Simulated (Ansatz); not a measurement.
# P (Cmce) in Ansatz: reference runs

Reference runs on P: the cell as given and a disturbed copy, and energy against volume gives the equilibrium volume and stiffness.

Everything below comes from runs of Ansatz 0.2.0. Logs are shortened: lines on timing, memory, paths and dates and some standing lists are left out, and cuts for length are marked.

## 1. The crystal as given

It takes space group Cmce (No. 64, orthorhombic). Conventional cell: a = 3.295 Å, b = 10.930 Å, c = 4.544 Å, α = 90.00°, β = 90.00°, γ = 90.00°. Around P (site symmetry m) lie 3 P at 2.20 to 2.25 Å.

## 2. Single point, PBE

input.yaml

```yaml
crystal:
  lattice:
    - [1.6477431241, -5.4650377251, 0.0]
    - [1.6477431241, 5.4650377251, 0.0]
    - [0.0, 0.0, 4.54363559]
  atoms:
    - { symbol: P, position: [0.90414313, 0.09585687, 0.58881517] }
    - { symbol: P, position: [0.09585687, 0.90414313, 0.41118483] }
    - { symbol: P, position: [0.59585687, 0.40414313, 0.08881517] }
    - { symbol: P, position: [0.40414313, 0.59585687, 0.91118483] }
hamiltonian:
  xc: pbe
  pseudopotentials: { kind: paw }
kpoints:
  mp_grid: { grid: [8, 8, 6] }
scf:
  occupations: { method: fermi_dirac, width: 0.05 }
output:
  forces: true
  stress: true
  eigenvalues: true
```

Potentials or basis: Ansatz PAW.

The run is started by

```sh
ansatz run input.yaml --threads 2 --pin off --max-ram 5120MiB --backend cpu --events-out ev --progress --plain --runs-dir out
```

The program printed:

```text
Warning: RAYON_NUM_THREADS=2 ignored (pool sized by the plan → 2); use --threads N
Engine: ansatz 0.2.0, x86_64-unknown-linux-gnu
Pseudopotentials: kind: paw
Pseudopotential: P, paw, valence charge 5, recommended cutoff 420 eV (normal), P.paw.azcp
Functional definition: PBE
  parameter kappa = 0.804
  parameter beta = 0.06672455060314922
  exchange = pbe_x(kappa = kappa, mu = beta*pi^2/3)
  correlation = pbe_c(beta = beta)
Crystal: 4 atoms, lattice volume = 81.831 Å³
Basis set: ecut = 420 eV, 1649 PW (Γ), exchange–correlation on 80×80×64 points (8 copies of the dense FFT grid, shifted against one another)
Bands: 14, of which v1, the nominal top of the filled ones, is band 10 counted from 1 (9 counted from 0)
Symmetry: 8 space group operations
Space group: Cmce (ITA 64), of the structure as read, at distance tolerance 4.3e-5 Å
k-points: 84 of 384
Non-local potential: P, projectors of the file, l = 0: 2, l = 1: 2, l = 2: 2
PAW form: soft (Blöchl's): semilocal exchange-correlation on the pseudo side does not see the compensation charge
PAW one-centre angular grid: P, 110 points (default); XC on 64 Gauss nodes
Initial density: superposition of atomic densities (neutral atoms: chi_scale 0, normalization atom), corrected by the library's trained network
Initial wavefunctions: pseudopotential atomic-orbital guess
Functional: x = pbe(κ = 0.804, μ = 0.2195149727645171), c = pbe(β = 0.06672455060314922)
SCF iter   1: F=—  HF=-3022.675496 eV  |F-HF|=—  |Δ(HF+E_count)|=         —  Δρ=1.99e-3  dr2=2.51e-3  ethr=1.77e-3  ⟨swp⟩=7.5  Hψ=8667  notcnv=0
preconditioner: auto → Kerker (q_TF=auto, 2.157 Å⁻¹)  [metal: Δε(μ)=0.094 eV  Ē_g=8.914 eV  σ=0.050 eV  W_gap=0.44  n_scr=12 (ndim 8)  ℏωp=18.4 eV  f_vac=0.000  D(μ)=0.05/eV (n_scr^D=0)]
SCF iter   2: F=—  HF=-3022.674828 eV  |F-HF|=—  |Δ(HF+E_count)|=   6.68e-4  Δρ=1.06e-3  dr2=5.77e-4  ethr=1.26e-5  ⟨swp⟩=3.0  Hψ=3015  notcnv=0
SCF iter   3: F=—  HF=-3022.674943 eV  |F-HF|=—  |Δ(HF+E_count)|=   1.15e-4  Δρ=2.48e-4  dr2=4.88e-5  ethr=2.88e-6  ⟨swp⟩=2.7  Hψ=1979  notcnv=0
SCF iter   4: F=—  HF=-3022.674959 eV  |F-HF|=—  |Δ(HF+E_count)|=   1.55e-5  Δρ=6.58e-5  dr2=7.07e-6  ethr=2.44e-7  ⟨swp⟩=2.6  Hψ=1977  notcnv=0
SCF iter   5: F=—  HF=-3022.674959 eV  |F-HF|=—  |Δ(HF+E_count)|=   9.28e-8  Δρ=1.33e-5  dr2=3.00e-7  ethr=3.53e-8  ⟨swp⟩=2.2  Hψ=1862  notcnv=0
SCF iter   6: F=-3022.674959 eV  HF=-3022.674959 eV  |F-HF|=1.74e-9  |Δ(HF+E_count)|=   4.60e-8  Δρ=3.17e-6  dr2=1.85e-8  ethr=5.00e-10  ⟨swp⟩=8.2  Hψ=6825  notcnv=0
SCF 1 converged in 6 iterations: F = -3022.674959 eV  dr2 = 1.85e-8
SCF converged after 6 iterations
Free energy (F): -3022.674959 eV
Harris-Foulkes:  -3022.674959 eV  (|F-HF|=1.74e-9)
Internal energy: -3022.674523 eV  (E = F + TS)
E sigma→0 (E₀):  -3022.674741 eV
Entropy (-TS):   -0.000436 eV (-0.109 meV/atom)
Fermi energy:    6.918488 eV
--- Per-component energies (eV) ---
  E_band       = 0.158668
  E_kinetic    = 280.649283
  E_local      = -342.544699  (includes V_loc(G=0)·N_el)
  E_nonlocal   = 135.754946
  E_hartree    = 99.244180
  E_xc         = -245.228753
  E_vxc        = -242.045941  (∫ρ·V_xc dr)
  E_paw        = -2277.361597  (= ΣΔE_a)
  E_vpaw       = -30.145120  (= ΣTr[D̂ρ^β])
  E_aug_tail   = 0.000013  (compensation charges beyond the density's cutoff)
  E_ewald      = -673.187896
  E_smearing   = -0.000436  (= −TS)
  E_closure    = 0.000000  (closes the sum)
  Σ components = -3022.674959   (vs F -3022.674959, Δ=0.00e0)
--- Forces (eV/Å), atoms counted from 1 ---
  atom   1  P      0.00000000     0.17029549    -0.29178267
  atom   2  P     -0.00000000    -0.17029549     0.29178267
  atom   3  P      0.00000000    -0.17029549    -0.29178267
  atom   4  P     -0.00000000     0.17029549     0.29178267
  max |Σ_I F_I| component: 2.78e-17 eV/Å
--- Stress (GPa, compression-positive) ---
        1.832799      -0.000000      -0.000000
       -0.000000       1.976772      -0.000000
       -0.000000      -0.000000       2.204779
  P = ⅓ Tr σ = 2.0048 GPa (20.048 kbar)
--- Band table (eV; the first three rows and the last of 84) ---
  k-point 0: bands = ["-8.9873", "-6.2416", "-2.9577", "0.0725", "1.9137", "1.9621", "2.7648", "4.0654", "4.2593", "5.6438", "7.4129", "7.8403", "8.7161", "9.6528"]
  k-point 1: bands = ["-8.8457", "-6.4737", "-2.9325", "-0.2065", "1.5940", "2.5110", "2.8681", "4.1817", "4.7612", "4.8703", "7.8776", "8.4881", "8.4938", "9.5116"]
  k-point 2: bands = ["-8.4351", "-7.0788", "-2.6565", "-1.0750", "1.7506", "3.1556", "3.4975", "3.8071", "3.9358", "5.7841", "8.0754", "8.2136", "9.4163", "9.9665"]
  k-point 83: bands = ["-7.7488", "-7.7488", "-2.4974", "-2.4974", "3.5286", "3.5286", "4.0645", "4.0645", "4.8711", "4.8711", "8.2341", "8.2341", "9.4158", "9.4158"]
```

It took 3.8 s on 2 threads of Intel Xeon at 2.70GHz, shared host; peak memory 0.41 GiB.

Results:

```yaml
Free_energy: -3022.6750 eV
Pressure: 2.0 GPa
Largest_force: 0.338 eV/Å
Band_gap_on_the_k_mesh: 0.10 eV, direct
```

Forces on the atoms (eV/Å):
```
P    0.000  0.170 -0.292
P    0.000 -0.170  0.292
P    0.000 -0.170 -0.292
P    0.000  0.170  0.292
```

## 3. Single point, PBE (atoms moved at random, drawn with an rms of 0.05 Å)

input.yaml

```yaml
crystal:
  lattice:
    - [1.6477431241, -5.4650377251, 0.0]
    - [1.6477431241, 5.4650377251, 0.0]
    - [0.0, 0.0, 4.54363559]
  atoms:
    - { symbol: P, position: [0.912619, 0.107178, 0.593242] }
    - { symbol: P, position: [0.094229, 0.90635, 0.4141] }
    - { symbol: P, position: [0.591815, 0.406721, 0.093499] }
    - { symbol: P, position: [0.400676, 0.582771, 0.905946] }
hamiltonian:
  xc: pbe
  pseudopotentials: { kind: paw }
kpoints:
  mp_grid: { grid: [8, 8, 6] }
scf:
  occupations: { method: fermi_dirac, width: 0.05 }
output:
  forces: true
  stress: true
  eigenvalues: true
  write_density: true
  write_potential: true
  elf: true
  volumetric_format: npy
```

Potentials or basis: Ansatz PAW.

The run is started by

```sh
ansatz run input.yaml --threads 2 --pin off --max-ram 5120MiB --backend cpu --events-out ev --progress --plain --runs-dir out
```

The program printed:

```text
Warning: RAYON_NUM_THREADS=2 ignored (pool sized by the plan → 2); use --threads N
[... 8 set-up lines as earlier in the session ...]
Crystal: 4 atoms, lattice volume = 81.831 Å³
Basis set: ecut = 420 eV, 1649 PW (Γ), exchange–correlation on 80×80×64 points (8 copies of the dense FFT grid, shifted against one another)
Bands: 14, of which v1, the nominal top of the filled ones, is band 10 counted from 1 (9 counted from 0)
Symmetry: 1 space group operations
Space group: P1 (ITA 1), of the structure as read, at distance tolerance 4.3e-5 Å
k-points: 196 of 384 (time reversal used)
[... 6 set-up lines as earlier in the session ...]
SCF iter   1: F=—  HF=-3022.576629 eV  |F-HF|=—  |Δ(HF+E_count)|=         —  Δρ=2.19e-3  dr2=3.64e-3  ethr=1.77e-3  ⟨swp⟩=7.8  Hψ=20983  notcnv=0
preconditioner: auto → none  [insulator: Δε(μ)=0.307 eV  Ē_g=9.006 eV  σ=0.050 eV  W_gap=0.91  n_scr=12 (ndim 8)  ℏωp=18.4 eV  f_vac=0.000  D(μ)=0.02/eV (n_scr^D=0)  ε∞_Penn≈5.2]
SCF iter   2: F=—  HF=-3022.576141 eV  |F-HF|=—  |Δ(HF+E_count)|=   4.88e-4  Δρ=9.15e-4  dr2=4.27e-4  ethr=1.82e-5  ⟨swp⟩=2.9  Hψ=7131  notcnv=0
SCF iter   3: F=—  HF=-3022.576162 eV  |F-HF|=—  |Δ(HF+E_count)|=   2.07e-5  Δρ=4.14e-4  dr2=7.97e-5  ethr=2.13e-6  ⟨swp⟩=2.4  Hψ=4419  notcnv=0
SCF iter   4: F=—  HF=-3022.576197 eV  |F-HF|=—  |Δ(HF+E_count)|=   3.55e-5  Δρ=1.49e-4  dr2=2.94e-5  ethr=3.99e-7  ⟨swp⟩=3.0  Hψ=6027  notcnv=0
SCF iter   5: F=—  HF=-3022.576196 eV  |F-HF|=—  |Δ(HF+E_count)|=   1.49e-6  Δρ=3.68e-5  dr2=9.31e-7  ethr=1.47e-7  ⟨swp⟩=2.0  Hψ=4134  notcnv=0
SCF iter   6: F=-3022.576196 eV  HF=-3022.576196 eV  |F-HF|=2.46e-8  |Δ(HF+E_count)|=   7.02e-7  Δρ=6.34e-6  dr2=2.69e-8  ethr=5.00e-10  ⟨swp⟩=11.0  Hψ=27135  notcnv=0
SCF 1 converged in 6 iterations: F = -3022.576196 eV  dr2 = 2.69e-8
SCF converged after 6 iterations
Free energy (F): -3022.576196 eV
Harris-Foulkes:  -3022.576196 eV  (|F-HF|=2.46e-8)
Internal energy: -3022.575985 eV  (E = F + TS)
E sigma→0 (E₀):  -3022.576090 eV
Entropy (-TS):   -0.000212 eV (-0.053 meV/atom)
Fermi energy:    6.965841 eV
--- Per-component energies (eV) ---
  E_band       = -1.597989
  E_kinetic    = 282.650955
  E_local      = -359.444404  (includes V_loc(G=0)·N_el)
  E_nonlocal   = 136.028364
  E_hartree    = 106.179230
  E_xc         = -245.956617
  E_vxc        = -242.977874  (∫ρ·V_xc dr)
  E_paw        = -2277.455016  (= ΣΔE_a)
  E_vpaw       = -30.212274  (= ΣTr[D̂ρ^β])
  E_aug_tail   = 0.000013  (compensation charges beyond the density's cutoff)
  E_ewald      = -664.578509
  E_smearing   = -0.000212  (= −TS)
  E_closure    = 0.000000  (closes the sum)
  Σ components = -3022.576196   (vs F -3022.576196, Δ=0.00e0)
--- Forces (eV/Å), atoms counted from 1 ---
  atom   1  P     -0.74931957     0.04139859    -0.72174552
  atom   2  P     -0.02705153    -0.06966441     0.19897420
  atom   3  P      0.03670816    -0.97094189    -0.27739723
  atom   4  P      0.73966256     0.99921733     0.80017119
  max |Σ_I F_I| component: 9.62e-6 eV/Å
--- Stress (GPa, compression-positive) ---
        2.886166      -0.132400       1.751967
       -0.132399       4.659748       0.125563
        1.751967       0.125563       4.339437
  P = ⅓ Tr σ = 3.9618 GPa (39.618 kbar)
--- Band table (eV; the first three rows and the last of 196) ---
  k-point 0: bands = ["-9.1811", "-6.3431", "-3.1461", "0.0192", "1.8269", "2.0482", "2.5403", "4.0285", "4.2252", "5.7173", "7.4911", "7.6449", "8.6032", "9.5775"]
  k-point 1: bands = ["-9.0392", "-6.5976", "-3.0822", "-0.2630", "1.6899", "2.4015", "2.6536", "4.0415", "4.7176", "5.0264", "7.6704", "8.3679", "8.5906", "9.4576"]
  k-point 2: bands = ["-8.6282", "-7.2353", "-2.7535", "-1.1085", "1.8352", "2.9273", "3.5543", "3.6629", "3.8068", "5.7259", "7.9240", "8.1079", "9.3983", "10.0805"]
  k-point 195: bands = ["-8.0230", "-7.8476", "-2.6763", "-2.3439", "3.2144", "3.4370", "3.9595", "4.1027", "4.7463", "4.8320", "8.0651", "8.2211", "9.5090", "9.6539"]
```

v_z.tsv:

```text
# z_ang	v_es[eV]	v_tot[eV]
# format = ansatz-planar-average/11
# xc	pbe
# density_cutoff_ev	1680
# datasets	P=:simpson_from_first_knot:soft
# lattice	1.647743124	-5.465037725	0.000000000
# lattice	1.647743124	5.465037725	0.000000000
# lattice	0.000000000	0.000000000	4.543635590
# sites	4
# site	15	1.680363495	-4.401765450	2.695475465
# site	15	1.648697167	4.438271902	1.881519498
# site	15	1.645330828	-1.011545693	0.424825384
# site	15	1.620468032	0.995156045	4.116288488
0.000000	-6.422884e-1	-1.058405e1
0.141989	-4.323485e-1	-1.036639e1
0.283977	7.006018e-2	-9.796133e0
0.425966	6.922909e-1	-8.994654e0
0.567954	1.436841e0	-7.975125e0
0.709943	2.408814e0	-6.697578e0
[... 24 lines left out ...]
4.259658	2.783030e-2	-9.849028e0
4.401647	-4.548088e-1	-1.039243e1
```

Run time: 18 s. Hardware: 2 threads of Intel Xeon at 2.70GHz, shared host; peak memory 0.57 GiB.

What came out:

- Free energy: -3022.5762 eV
- Pressure: 4.0 GPa
- Largest force: 1.478 eV/Å
- Band gap on the k mesh: 0.30 eV, direct

Forces on the atoms (eV/Å):
```
P   -0.749  0.041 -0.722
P   -0.027 -0.070  0.199
P    0.037 -0.971 -0.277
P    0.740  0.999  0.800
```

(Part 1 of 2 ends here.)
